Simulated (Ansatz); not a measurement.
**Relaxing BaTe in the wurtzite type**

First guess:

```
CELL_PARAMETERS angstrom
4.55586 0.00000 0.00000
-2.27793 3.94549 0.00000
0.00000 0.00000 7.42605
ATOMIC_POSITIONS crystal
Ba 0.33333 0.66667 0.00000
Ba 0.66667 0.33333 0.50000
Te 0.33333 0.66667 0.37600
Te 0.66667 0.33333 0.87600
```

These are results of Ansatz 0.2.0, DFT, PBE, PAW with Ansatz's default frozen-core files, scalar-relativistic, not measurements.

Cell and atoms relax within the symmetry of the start on a 8×8×5 k mesh with 0.08 eV Fermi–Dirac smearing.

The start is built from a prototype, known or not as a phase of this compound; the cutoff is 420 eV.

No spin–orbit coupling, which matters for the heavy atoms here.

Task: What is the pressure of the first guess?

Result: 34.3 GPa.

Task: What does it relax to?

Result: a = 5.979 Å, b = 5.979 Å, c = 7.000 Å, α = 90.00°, β = 90.00°, γ = 120.00° (conventional cell), 54.19 Å³ per atom:
Space group P6_3/mmc (No. 194). a = 5.979 Å, b = 5.979 Å, c = 7.000 Å, α = 90.00°, β = 90.00°, γ = 120.00°
| atom | site | symmetry | x | y | z |
| --- | --- | --- | --- | --- | --- |
| Ba | 2d | -6m2 | 0.3333 | 0.6667 | 0.7500 |
| Te | 2c | -6m2 | 0.3333 | 0.6667 | 0.2500 |
It has left the symmetry of the starting type.

Task: How much energy does the relaxation release?

Result: 1883 meV/atom.
